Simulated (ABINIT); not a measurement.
**Ge in ABINIT: the effect of functional**

Ge:

```
Ge
1.0
     3.99759    0.00000    0.00000
    -1.99879    3.46201    0.00000
     0.00000    0.00000    6.59938
Ge
4
Direct
  0.33333 0.66667 0.93710
  0.66667 0.33333 0.43710
  0.33333 0.66667 0.56290
  0.66667 0.33333 0.06290
```

This isn't the form of Ge at room conditions, which is diamond.

Alike in all runs:

- Program: ABINIT 10.8.3 (patched build)
- Task: single point
- Potentials or basis: Ansatz PAW PBE default generated set, frozen core
- Cutoff: 490 eV
- k mesh: 8 × 8 × 4
- Occupations: fermi-dirac, width 0.05 eV
- Spin: no spin polarisation

```tsv
functional	gap on the mesh (eV)	pressure (GPa)
LDA	0.16	-1.9
PBEsol	0.11	0.0
RPBE	none	4.7
BLYP	0.19	6.6
AM05	0.12	0.1
r2SCAN	0.08	-0.1
SCAN	?	?
revPBE	none	4.2
PW91	0.17	2.8
WC	0.14	0.1
```

Q: What does the run with functional SCAN give?

A: gap on the mesh none; pressure -0.3 GPa.

Caveats: the PAW data sets were made with another functional, which shifts forces and pressure a little; the atomic spheres overlap.

A k mesh can miss the band edges.

A gap of «none» marks a metal or a gap under the smearing width.

Runs at the PBE level aren't shown here.
